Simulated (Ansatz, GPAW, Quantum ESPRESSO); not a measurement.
## ZrC: 4 runs at one level of theory

```
Zr C
1.0
     0.00000    2.36500    2.36500
     2.36500    0.00000    2.36500
     2.36500    2.36500    0.00000
Zr C
1 1
Direct
  0.50000 0.50000 0.50000
  0.00000 0.00000 0.00000
```

Alike in all runs: task band structure; functional LDA; k mesh 10 × 10 × 10; occupations fermi-dirac, width 0.05 eV; no spin polarisation; no spin-orbit coupling. LDA stands for any of its common fits. Pressure is positive in compression and, in plane waves, holds the error of the finite cutoff, which Ansatz's Pulay term estimates and takes out.

| program and potentials | plane-wave cutoff (eV) | notes | pressure (GPa) |
| --- | --- | --- | --- |
| Ansatz, Ansatz PAW | 420 | potentials made for PBE, which Ansatz adapts in part; Pulay term of +0.26 GPa included | -12.48 |
| Ansatz, all-electron LAPW, scalar-relativistic | - | - | -12.41 |
| Quantum ESPRESSO, PseudoDojo 0.4.1 SR LDA standard | 1116 | - | -12.25 |
| GPAW, the program's PAW data sets (release 1.2.1) made for this functional | 800 | - | -13.69 |

The pressure spans -13.69 (GPAW, the program's PAW data sets (release 1.2.1) made for this functional) to -12.25 GPa (Quantum ESPRESSO, PseudoDojo 0.4.1 SR LDA standard), with all-electron results at -12.41. The cell lies far from this level's equilibrium.

The functional is the same throughout but for its coding, so the spread measures potentials, basis and numerics; runs on potential files found faulty are left out.
